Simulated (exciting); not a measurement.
# PbS (Galena) (Fm-3m) in exciting: notebook, part 2 of 2

exciting (release sodium). The steps go on from the part before.

## 3. Band structure, LDA, spin-orbit coupling, no magnetisation

input.xml

```xml
<input>
  <title>PbS</title>
  <structure speciespath="./" tshift="false">
    <crystal scale="1">
      <basevect>0.000000000000 5.604455254109 5.604455254109</basevect>
      <basevect>5.604455254109 0.000000000000 5.604455254109</basevect>
      <basevect>5.604455254109 5.604455254109 0.000000000000</basevect>
    </crystal>
    <species speciesfile="Pb.xml" rmt="2.3">
      <atom coord="0.000000000000 0.000000000000 0.000000000000"/>
    </species>
    <species speciesfile="S.xml" rmt="1.9">
      <atom coord="0.500000000000 0.500000000000 0.500000000000"/>
    </species>
  </structure>
  <groundstate do="fromscratch" ngridk="6 6 6" rgkmax="7.5" gmaxvr="14" lmaxapw="10" lmaxmat="10" lmaxvr="8" xctype="LDA_PW" stype="Fermi Dirac" swidth="0.00183747" nempty="20" ValenceRelativity="iora*" epsengy="1e-05" epspot="1e-05" maxscl="60" outputlevel="high">
    <spin spinorb="true"/>
  </groundstate>
  <properties>
    <bandstructure>
      <plot1d>
        <path steps="80">
          <point coord="0 0 0" label="G"/>
          <point coord="0.5 0 0.5" label="X"/>
          <point coord="0.5 0.25 0.75" label="W"/>
          <point coord="0.375 0.375 0.75" label="K"/>
          <point coord="0 0 0" label="G"/>
          <point coord="0.5 0.5 0.5" label="L"/>
          <point coord="0.625 0.25 0.625" label="U"/>
          <point coord="0.5 0.25 0.75" label="W"/>
          <point coord="0.5 0.5 0.5" label="L"/>
          <point coord="0.375 0.375 0.75" label="K" breakafter="true"/>
          <point coord="0.625 0.25 0.625" label="U"/>
          <point coord="0.5 0 0.5" label="X"/>
        </path>
      </plot1d>
    </bandstructure>
    <dos nwdos="300" winddos="-0.6 0.5" inttype="tetra" ngrdos="100" nsmdos="2"/>
  </properties>
</input>
```

Potentials or basis: all-electron LAPW+lo, shipped species files, valence relativity iora*.

Command:

```
OMP_NUM_THREADS=1 exciting_smp
```

INFO.OUT:

```text
================================================================================
EXCITING SODIUM started
[... 10 lines left out ...]

 Lattice vectors (cartesian) :
      0.0000000000      5.6044552541      5.6044552541
      5.6044552541      0.0000000000      5.6044552541
      5.6044552541      5.6044552541      0.0000000000

 Reciprocal lattice vectors (cartesian) :
     -0.5605527230      0.5605527230      0.5605527230
      0.5605527230     -0.5605527230      0.5605527230
      0.5605527230      0.5605527230     -0.5605527230

 Unit cell volume                           :     352.0709677261
 Brillouin zone volume                      :       0.7045460608

 Species :    1 (Pb)
     parameters loaded from                 :    Pb.xml
     name                                   :    lead
     nuclear charge                         :     -82.00000000
     electronic charge                      :      82.00000000
     atomic mass                            :  377702.49410000
     muffin-tin radius                      :       2.30000000
     # of radial points in muffin-tin       :     450

     atomic positions (lattice) :
       1 :   0.00000000  0.00000000  0.00000000

 Species :    2 (S)
     parameters loaded from                 :    S.xml
     name                                   :    sulphur
     nuclear charge                         :     -16.00000000
     electronic charge                      :      16.00000000
     atomic mass                            :   58452.74216000
     muffin-tin radius                      :       1.90000000
     # of radial points in muffin-tin       :     300

     atomic positions (lattice) :
       1 :   0.50000000  0.50000000  0.50000000

 Total number of atoms per unit cell        :       2

 Spin treatment                             :    spin-polarised
 Spin-orbit coupling is included
 Global magnetic field (cartesian) :        0.00000000   0.00000000   0.00000000
 non-collinear magnetisation

 Number of Bravais lattice symmetries       :      48
 Number of crystal symmetries               :      48

 k-point grid                               :       6    6    6
 Total number of k-points                   :      16
 k-point set is reduced with crystal symmetries

 R^MT_min * |G+k|_max (rgkmax)              :       7.50000000
 Species with R^MT_min                      :       2 (S)
 Maximum |G+k| for APW functions            :       3.94736842
 Maximum |G| for potential and density      :      14.00000000
 Polynomial order for pseudochg. density    :       9

 G-vector grid sizes                        :      36    36    36
 Total number of G-vectors                  :   16361

 Maximum angular momentum used for
     APW functions                          :      10
     computing H and O matrix elements      :      10
     potential and density                  :       8
     inner part of muffin-tin               :       2

 Total nuclear charge                       :     -98.00000000
 Total electronic charge                    :      98.00000000
 Total core charge                          :      78.00000000
 Total valence charge                       :      20.00000000

 Effective Wigner radius, r_s               :       0.95010552

 Number of empty states                     :      20
 Total number of valence states             :      62

 Maximum Hamiltonian size                   :     393
 Maximum number of plane-waves              :     375
 Total number of local-orbitals             :      18

 Exchange-correlation type                  :       3
     Perdew-Wang, Phys. Rev. B 45, 13244 (1992)

 Smearing scheme                            :    Fermi-Dirac
[... 9 lines left out ...]
* Groundstate module started                                                   *
********************************************************************************
 Output level for this task is set to high

++++++++++++++++++++++++++++++++++++++++++++++++++++++++++++++++++++++++++++++++
[... 5 lines left out ...]
+ SCF iteration number :    1                                                  +
++++++++++++++++++++++++++++++++++++++++++++++++++++++++++++++++++++++++++++++++
 Total energy                               :    -21307.63664026
 _______________________________________________________________
 Fermi energy                               :         0.20417016
 Kinetic energy                             :     24755.42450519
 Coulomb energy                             :    -45659.65572423
 Exchange energy                            :      -393.53304744
 Correlation energy                         :        -9.87237378
 No external B-field energy in total energy
 Sum of eigenvalues                         :    -13157.22116268
 Effective potential energy                 :    -37912.64566787
 Coulomb potential energy                   :    -37377.17917422
 xc potential energy                        :      -535.46649365
 xc effective B-field energy                :        -0.00000000
 External B-field energy                    :         0.00000000
 Hartree energy                             :      6889.35141919
 Electron-nuclear energy                    :    -51155.88201261
 Nuclear-nuclear energy                     :     -1393.12513081
 Madelung energy                            :    -26971.06613712
 Core-electron kinetic energy               :         0.00000000

 DOS at Fermi energy (states/Ha/cell)       :         0.25554179

 Electron charges :
     core                                   :        78.00000000
     core leakage                           :         0.01307829
     valence                                :        20.00000000
     interstitial                           :         5.30291898
     charge in muffin-tin spheres :
                  atom     1    Pb          :        78.89637529
                  atom     2     S          :        13.80070573
     total charge in muffin-tins            :        92.69708102
     total charge                           :        98.00000000
[... 562 lines left out ...]
 Electron charges :
     core                                   :        78.00000000
     core leakage                           :         0.01290649
     valence                                :        20.00000000
     interstitial                           :         5.47145710
     charge in muffin-tin spheres :
                  atom     1    Pb          :        79.03472177
                  atom     2     S          :        13.49382112
     total charge in muffin-tins            :        92.52854290
     total charge                           :        98.00000000

 Moments :
     interstitial                 :    -0.00000000    -0.00000000     0.00000000
     moment in muffin-tin spheres :
         atom     1    Pb         :    -0.00000000     0.00000000     0.00000000
         atom     2     S         :     0.00000000     0.00000000     0.00000000
     total moment in muffin-tins  :     0.00000000     0.00000000     0.00000000
     total moment                 :     0.00000000     0.00000000     0.00000000

 RMS change in effective potential (target) :  0.178221E-09  ( 0.100000E-04)
 Absolute change in total energy   (target) :  0.245051E-06  ( 0.100000E-04)
 Charge distance                   (target) :  0.171146E-09  ( 0.100000E-04)

++++++++++++++++++++++++++++++++++++++++++++++++++++++++++++++++++++++++++++++++
| Convergency criteria checked for the last 2 iterations                       +
| Convergence targets achieved. Performing final SCF iteration                 +
++++++++++++++++++++++++++++++++++++++++++++++++++++++++++++++++++++++++++++++++
 Total energy                               :    -21315.45794818
 _______________________________________________________________
 Fermi energy                               :         0.20363109
 Kinetic energy                             :     24748.55801898
 Coulomb energy                             :    -45660.64766784
 Exchange energy                            :      -393.49922741
 Correlation energy                         :        -9.86907191
 No external B-field energy in total energy
 Sum of eigenvalues                         :    -13160.52337522
 Effective potential energy                 :    -37909.08139420
 Coulomb potential energy                   :    -37373.66350691
 xc potential energy                        :      -535.41788728
 xc effective B-field energy                :        -0.00000000
 External B-field energy                    :         0.00000000
 Hartree energy                             :      6893.85903012
 Electron-nuclear energy                    :    -51161.38156715
 Nuclear-nuclear energy                     :     -1393.12513081
 Madelung energy                            :    -26973.81591438
 Core-electron kinetic energy               :         0.00000000

 DOS at Fermi energy (states/Ha/cell)       :         9.52351638

 Electron charges :
     core                                   :        78.00000000
     core leakage                           :         0.01290649
     valence                                :        20.00000000
     interstitial                           :         5.47145710
     charge in muffin-tin spheres :
                  atom     1    Pb          :        79.03472177
                  atom     2     S          :        13.49382112
     total charge in muffin-tins            :        92.52854290
     total charge                           :        98.00000000

 Moments :
     interstitial                 :     0.00000000     0.00000000     0.00000000
     moment in muffin-tin spheres :
         atom     1    Pb         :    -0.00000000     0.00000000    -0.00000000
         atom     2     S         :     0.00000000    -0.00000000     0.00000000
     total moment in muffin-tins  :     0.00000000    -0.00000000     0.00000000
     total moment                 :     0.00000000    -0.00000000     0.00000000

++++++++++++++++++++++++++++++++++++++++++++++++++++++++++++++++++++++++++++++++
[... 9 lines left out ...]
| EXCITING SODIUM stopped                                                      =
================================================================================
```

It took 2 min on 1 thread of Arm Neoverse V2, shared host; peak memory 0.19 GiB.

Results:

| Property | Result |
| --- | --- |
| Band gap on the k mesh | 0.05 eV, direct |
| Band gap along the path | 0.05 eV, direct |
| All electrons inside the program's atomic spheres | Pb 79.03; S 13.49 (radii Pb 2.3, S 1.9 bohr) |

Levels at the corners of the path, in eV from the valence-band top:
```tsv
point	band 16	band 17	band 18	band 19	band 20	band 21	band 22	band 23	band 24	band 25
Γ	-2.33	-2.00	-2.00	-2.00	-2.00	3.73	3.73	5.92	5.92	5.92
X	-5.21	-3.54	-3.54	-3.24	-3.24	3.85	3.85	4.68	4.68	5.87
W	-4.55	-4.26	-4.26	-0.95	-0.95	2.00	2.00	4.54	4.54	4.79
K	-4.78	-2.92	-2.92	-2.42	-2.42	3.06	3.06	4.15	4.15	5.12
Γ	-2.33	-2.00	-2.00	-2.00	-2.00	3.73	3.73	5.92	5.92	5.92
L	-1.70	-1.68	-1.68	0.00	0.00	0.05	0.05	1.60	1.60	2.48
U	-4.78	-2.92	-2.92	-2.42	-2.42	3.06	3.06	4.15	4.15	5.12
W	-4.55	-4.26	-4.26	-0.95	-0.95	2.00	2.00	4.54	4.54	4.79
L	-1.70	-1.68	-1.68	0.00	0.00	0.05	0.05	1.60	1.60	2.48
K	-4.78	-2.92	-2.92	-2.42	-2.42	3.06	3.06	4.15	4.15	5.12
U	-4.78	-2.92	-2.92	-2.42	-2.42	3.06	3.06	4.15	4.15	5.12
X	-5.21	-3.54	-3.54	-3.24	-3.24	3.85	3.85	4.68	4.68	5.87
```

States per cell in windows of 1 eV (zero at the valence-band top; states under -8 eV left out):
| from (eV) | total |
| --- | --- |
| -8.0 | 0.94 |
| -7.0 | 0.11 |
| -6.0 | 0.02 |
| -5.0 | 0.56 |
| -4.0 | 1.37 |
| -3.0 | 1.89 |
| -2.0 | 1.59 |
| -1.0 | 0.54 |
| 0.0 | 0.12 |
| 1.0 | 0.98 |
| 2.0 | 1.16 |
| 3.0 | 1.50 |
| 4.0 | 1.99 |
| 5.0 | 0.56 |
| 6.0 | 0.71 |
| 7.0 | 1.15 |

Caveat: total energies with spin-orbit coupling aren't reliable in this program, so none is listed and the log's shouldn't be used; the tetrahedron DOS on this energy grid can lose part of the weight of narrow d or f bands.
